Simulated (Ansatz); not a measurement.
Take ZnTe in the zinc blende structure (space group F-43m, No. 216; a = 6.1791 Å) as the base.

Levels (all Ansatz, a quantum-chemistry and plane-wave program, PAW): PBE (420 eV, scalar-relativistic without spin-orbit coupling); PBE+SOC (420 eV, with spin-orbit coupling).

Its gap is 1.08 eV with PBE and 0.80 eV with PBE+SOC.

One thing is altered: cell and atoms relaxed at a pressure of 60 GPa.

With PBE the gap becomes 0.94 eV.

### Question
If the PBE+SOC correction stayed the same, what would the PBE+SOC gap be, and what does the PBE+SOC run give?

### Answer
A rigid correction of -0.28 eV gives 0.66 eV. The PBE+SOC run gives 0.62 eV, so the correction itself changes by -0.04 eV.

Single points use the geometry relaxed with PBE. The spin-orbit shifts are approximate. With Te present, leaving out spin-orbit coupling can change the band edges. Load acts through the strain it causes; cell and atoms are relaxed under it. Whether these cells are dynamically stable was not tested. Measured, ZnTe leaves this structure (for cinnabar) near 9.5 GPa (temperature not stated; as listed in Datta, Sujoy, Jana, Debnarayan, arXiv (2020)), on rising pressure, with hysteresis.
